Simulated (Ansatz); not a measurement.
Structure optimisation: thallium, fcc

The calculation used DFT, r2SCAN, plane waves (500 eV) with PAW, scalar-relativistic in Ansatz 0.2.0. (PAW data from PBE, frozen cores regenerated.)

k-point mesh 11×11×11, Fermi-Dirac smearing 0.1 eV, no spin polarisation. Cell and atoms relax.

Starting structure:

```yaml
crystal:
  lattice:
    - [0.0, 2.4112096569, 2.4112096569]
    - [2.4112096569, 0.0, 2.4112096569]
    - [2.4112096569, 2.4112096569, 0.0]
  atoms:
    - { symbol: Tl, position: [0.0, 0.0, 0.0] }
hamiltonian:
  xc: r2scan
  pseudopotentials:
    kind: paw
    azcp:
      Tl: "pseudopotentials/Tl.paw.azcp"
basis:
  ecutwfc: 500
  fft_grid_basis: typed
kpoints:
  mp_grid: { grid: [11, 11, 11], shift: [0, 0, 0] }
magnetization:
  spin_polarized: false
scf:
  occupations: { method: fermi_dirac, width: 0.1 }
relax:
  max_steps: 60
  f_tol: 0.01
  cell: {}
```

What cell does the relaxation end in?

Fm-3m with a = 4.927 Å; 29.90 Å³ per atom against 28.04 at the start (6.6 %).

How much energy does the relaxation gain?

13.9 meV per atom.

Path of the relaxation (the plane waves are chosen anew near the end, which can shift the energy a little):

| step | E − E(final) (meV/atom) | V (Å³/atom) | P (GPa) | max force (eV/Å) |
| --- | --- | --- | --- | --- |
| 0 | 13.86 | 28.037 | 2.50 | 0.000 |
| 1 | 0.41 | 29.622 | 0.35 | 0.000 |
| 2 | 0.09 | 29.896 | 0.04 | 0.000 |
| 3 | 0.00 | 29.896 | 0.05 | 0.000 |
